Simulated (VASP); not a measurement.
# C (P6_3/mmc) in VASP: settings compared, part 2 of 2

VASP 6.6.1. Earlier steps stand in the parts before.

### Step 5. Relaxation of cell and atoms, PBEsol

This run uses another cell than the first one, of 10.28 Å³/atom, 1.166 times its volume.

Input file INCAR:

```
SYSTEM = C
PREC = Accurate
ENCUT = 600
EDIFF = 1E-6
ISMEAR = 0
SIGMA = 0.03
LREAL = .FALSE.
LASPH = .TRUE.
NELM = 80
ALGO = Normal
ISIF = 3
LWAVE = .FALSE.
LCHARG = .FALSE.
GGA = PS
IBRION = 2
NSW = 90
EDIFFG = -0.01
```

Input file KPOINTS:

```
regular mesh
0
G
  15 15 4
  0 0 0
```

Input file POSCAR:

```
C
1.0
    2.4672912616      0.0000000000      0.0000000000
   -1.2336456308      2.1367369111      0.0000000000
    0.0000000000      0.0000000000      7.8030730000
C
4
Direct
    0.0000000000      0.0000000000      0.2500000000
    0.0000000000      0.0000000000      0.7500000000
    0.3333333300      0.6666666700      0.2500000000
    0.6666666700      0.3333333300      0.7500000000
```

Potentials or basis: VASP PAW PBE potentials, release 64 (C).

Run with:

```sh
$ cat potpaw_PBE.64/C/POTCAR > POTCAR
$ mpirun -np 1 vasp_std > vasp.out
```

OUTCAR:

```text
SYSTEM = C
   PREC = Accurate
   ENCUT = 600
   EDIFF = 1E-6
   ISMEAR = 0
   LREAL = .FALSE.
   LASPH = .TRUE.
   NELM = 80
   ISIF = 3
   GGA = PS
   IBRION = 2
   NSW = 90
   EDIFFG = -0.01

 ion  position               nearest neighbor table
   1  0.000  0.000  0.250-   3 1.42   3 1.42   3 1.42
   2  0.000  0.000  0.750-   4 1.42   4 1.42   4 1.42
   3  0.333  0.667  0.250-   1 1.42   1 1.42   1 1.42
   4  0.667  0.333  0.750-   2 1.42   2 1.42   2 1.42

  LATTYP: Found a hexagonal cell.
 ALAT       =     2.4672912616
 C/A-ratio  =     3.1626071561

  Lattice vectors:

 A1 = (   2.4672912616,   0.0000000000,   0.0000000000)
 A2 = (  -1.2336456308,   2.1367369111,   0.0000000000)
 A3 = (   0.0000000000,   0.0000000000,   7.8030730000)

Analysis of symmetry for initial positions (statically):
=====================================================================
 Subroutine PRICEL returns:
 Original cell was already a primitive cell.

 Routine SETGRP: Setting up the symmetry group for a
 hexagonal supercell.

 Subroutine GETGRP returns: Found 24 space group operations
 (whereof 12 operations were pure point group operations)
 out of a pool of 24 trial point group operations.
[... 170 lines left out ...]
  free energy    TOTEN  =       -38.58079983 eV

  energy without entropy =      -38.58042490  energy(sigma->0) =      -38.58061236

------------------------ aborting loop because EDIFF is reached ----------------------------------------

  FORCE on cell =-STRESS in cart. coord.  units (eV):
  Direction    XX          YY          ZZ          XY          YZ          ZX
  --------------------------------------------------------------------------------------
  -------------------------------------------------------------------------------------
  Total       -0.8071375     -0.8071375     -0.1422473      0.0000000     -0.0000000      0.0000000
  in kB      -31.4355428    -31.4355428     -5.5400995      0.0000000     -0.0000000      0.0000000
  external PRESSURE =     -22.8037283 kB  Pullay stress =       0.0000000 kB
[... 824 lines left out ...]
      1      -9.9615      2.00000
      2      -9.9233      2.00000
      3      -9.0354      2.00000
      4      -9.0093      2.00000
      5      -5.2063      2.00000
      6      -5.1701      2.00000
      7       1.9768      2.00000
      8       2.3176      2.00000
      9       4.9388      0.00000
     10       5.0734      0.00000
     11      14.3631      0.00000
     12      14.7449      0.00000

 [... further k-points ...]

[... ionic steps 4 to 10 ...]

--------------------------------------- Ionic step       11  -------------------------------------------

 number of electron      16.0000000 magnetization

------------------------ aborting loop because EDIFF is reached ----------------------------------------
[... 71 lines left out ...]
--------------------------------------- Ionic step       13  -------------------------------------------

 number of electron      16.0000000 magnetization

 Free energy of the ion-electron system (eV)
  ---------------------------------------------------
  ext. energy  EPLUGINS =         0.00000000
  ---------------------------------------------------
  free energy    TOTEN  =       -38.59362794 eV

  energy without entropy =      -38.59326773  energy(sigma->0) =      -38.59344783

 E-fermi :   4.2166     XC(G=0): -10.2155

 val. band max:        4.2146587903   @ k =   0.3333   0.3333   0.5000
 cond. band min:       4.2171028849   @ k =   0.3333   0.3333   0.2500
 fundamental gap:      0.0024440947
 Fermi energy:         4.2165918986
[... 391 lines left out ...]
  FREE ENERGIE OF THE ION-ELECTRON SYSTEM (eV)
  ---------------------------------------------------
  free  energy   TOTEN  =       -38.5936279362 eV

  energy  without entropy=      -38.5932677314  energy(sigma->0) =      -38.59344783

 reached required accuracy - stopping structural energy minimisation
```

It took 4.8 min on 1 thread of Intel Xeon Platinum 8488C (Sapphire Rapids), shared host; peak memory 0.18 GiB.

Results:

- Free energy: -38.5936 eV
- Relaxed volume: 9.23 Å³/atom
- Relaxed cell: a = 2.459 Å, b = 2.459 Å, c = 7.047 Å, α = 90.00°, β = 90.00°, γ = 120.00°
- Space group after relaxing (to 0.05 Å): P6_3/mmc (No. 194)
- Energy gained by relaxing: 3.2 meV/atom
- Ionic steps: 13
- Pressure after relaxing: 0.1 GPa
- Band gap on the k mesh: none (metal or under the smearing width)

Step by step:
```tsv
step	energy change (eV)	largest force (eV/Å)	pressure (GPa)	volume (Å³)
1	0.0000	0.0000	-2.28	41.14
2	0.0103	0.0000	4.88	40.27
3	-0.0025	0.0000	-0.17	40.87
4	-0.0025	0.0000	-0.13	40.87
5	-0.0027	0.0000	-0.09	40.80
6	-0.0033	0.0000	-0.07	40.62
7	-0.0047	0.0000	-0.11	40.24
8	-0.0072	0.0000	-0.07	39.49
9	-0.0115	0.0000	0.00	38.00
10	-0.0067	0.0000	0.50	35.00
11	-0.0126	0.0000	0.04	37.35
12	-0.0123	0.0000	0.22	36.27
13	-0.0128	0.0000	0.09	36.91
```

Final structure:
```yaml
crystal:
  lattice:
    - [2.45935, 0.00000, 0.00000]
    - [-1.22967, 2.12986, 0.00000]
    - [0.00000, 0.00000, 7.04692]
  atoms:
    - { symbol: C, position: [0.00000, 0.00000, 0.25000] }
    - { symbol: C, position: [0.00000, 0.00000, 0.75000] }
    - { symbol: C, position: [0.33333, 0.66667, 0.25000] }
    - { symbol: C, position: [0.66667, 0.33333, 0.75000] }
```

Caveat: the PAW data sets were made with another functional, which shifts forces and pressure a little; this functional lacks dispersion, which binds the layers, so the pressure and a relaxed spacing across them are unreliable.

### Step 6. Relaxation of cell and atoms, PBEsol

This run uses another cell than the first one, of 9.23 Å³/atom, 1.046 times its volume.

INCAR, as its differences from that of step 5:

```diff
@@ -3,3 +3,3 @@
 ENCUT = 600
-EDIFF = 1E-6
+EDIFF = 1E-7
 ISMEAR = 0
@@ -16,2 +16,2 @@
 NSW = 90
-EDIFFG = -0.01
+EDIFFG = -0.005
```

KPOINTS is that of step 5.

Input file POSCAR:

```
C                                       
1.0
    2.4593470201     -0.0000000000      0.0000000000
   -1.2296735100      2.1298569961      0.0000000000
   -0.0000000000     -0.0000000000      7.0469160303
  C             
     4
Direct
     0.0000000000000000    0.0000000000000000    0.2500000000000000
     0.0000000000000000    0.0000000000000000    0.7500000000000000
     0.3333333300000021    0.6666666699999979    0.2500000000000000
     0.6666666699999979    0.3333333300000021    0.7500000000000000
```

Potentials or basis: VASP PAW PBE potentials, release 64 (C).

Run with:

```sh
$ cat potpaw_PBE.64/C/POTCAR > POTCAR
$ mpirun -np 1 vasp_std > vasp.out
```

It took 55 s on 1 thread of Intel Xeon Platinum 8488C (Sapphire Rapids), shared host; peak memory 0.17 GiB.

It converged, with:

```
Free energy                            : -38.5844 eV
Relaxed volume                         : 9.23 Å³/atom
Relaxed cell                           : a = 2.460 Å, b = 2.460 Å, c = 7.047 Å, α = 90.00°, β = 90.00°, γ = 120.00°
Space group after relaxing (to 0.05 Å) : P6_3/mmc (No. 194)
Energy gained by relaxing              : 0.0 meV/atom
Ionic steps                            : 3
Pressure after relaxing                : 0.0 GPa
Band gap on the k mesh                 : none (metal or under the smearing width)
```

Final structure:
```
C
1.0
     2.45996    0.00000    0.00000
    -1.22998    2.13039    0.00000
     0.00000    0.00000    7.04703
C
4
Direct
  0.00000 0.00000 0.25000
  0.00000 0.00000 0.75000
  0.33333 0.66667 0.25000
  0.66667 0.33333 0.75000
```

Levels at points of the mesh, in eV from the Fermi level:
| k point | band 4 | band 5 | band 6 | band 7 | band 8 | band 9 | band 10 | band 11 | band 12 |
| --- | --- | --- | --- | --- | --- | --- | --- | --- | --- |
| (0.00, 0.00, 0.00) | -6.86 | -2.98 | -2.98 | -2.97 | -2.97 | 3.68 | 8.34 | 8.34 | 8.37 |
| (0.00, 0.00, 0.50) | -7.71 | -2.98 | -2.98 | -2.98 | -2.98 | 5.98 | 5.98 | 8.36 | 8.36 |

Caveat: the PAW data sets were made with another functional, which shifts forces and pressure a little; this functional lacks dispersion, which binds the layers, so the pressure and a relaxed spacing across them are unreliable.

### Step 7. The runs side by side

| level | gap on the mesh (eV) | pressure (GPa) | relaxed volume (Å³/atom) |
| --- | --- | --- | --- |
| PBE+D3(BJ) | none | -0.1 | 8.80 |
| r2SCAN | none | 0.0 | 9.04 |
| PBEsol | none | 0.0 | 9.23 |

Alike in all rows: task relaxation of cell and atoms; potentials or basis VASP PAW PBE potentials, release 64 (C); no spin polarisation; cell relaxed; k mesh 15 × 15 × 4; cutoff (eV) 600; smearing gaussian 0.03 eV.

Caveats: the PAW data sets were made with another functional, which shifts forces and pressure a little (some runs); this functional lacks dispersion, which binds the layers, so the pressure and a relaxed spacing across them are unreliable (some runs).

Absolute energies hang on the potentials; compare differences alone.
